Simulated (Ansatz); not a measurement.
# NaI: excitons and shallow donors from band masses and screening

These are results of DFT PBE, scalar-relativistic, plane waves, PAW (Ansatz), not measurements.

Plane waves to 420 eV, a k mesh through Γ of 6×6×6 on the computed 2-atom cell and Gaussian smearing (0.02 eV); no spin polarisation.

Relaxed cell: Fm-3m, a = 6.528 Å, b = 6.528 Å, c = 6.528 Å, α = 90.00°, β = 90.00°, γ = 90.00°, 2 atoms in the primitive cell.

The calculation gives a Kohn–Sham gap of 3.58 eV, an electron mass of 0.272 mₑ and a hole mass of 0.806 mₑ (harmonic means over x, y, z and over the bands degenerate at each edge), and ε∞ = 3.73 (independent particles, mean of the diagonal).

Q: Estimate the binding energy and radius of a Wannier–Mott exciton and of a shallow donor, and say whether the hydrogenic model can hold.

A: The reduced mass is μ = mₙmₕ/(mₙ + mₕ) = 0.203 mₑ, with mₙ and mₕ the band masses. With E_b = 13.606 eV × μ/ε² and a = 0.529 Å × ε/μ (μ in mₑ) the exciton has E_b = 199 meV and a = 9.7 Å. For a donor μ is the electron mass: 267 meV and 7.2 Å. The radius isn't large against the shortest lattice vector (4.62 Å), so the continuum picture is doubtful and the numbers are only a scale. In a polar crystal the ions screen too, so a state bound more weakly than an optical phonon feels the larger static constant, which lowers the energy and widens the orbit. The other way, the small Kohn–Sham gap and the missing local fields make ε∞ too large and the masses tend to be too light, which underbinds.

Spin-orbit coupling is left out, which matters for the bands of heavy elements.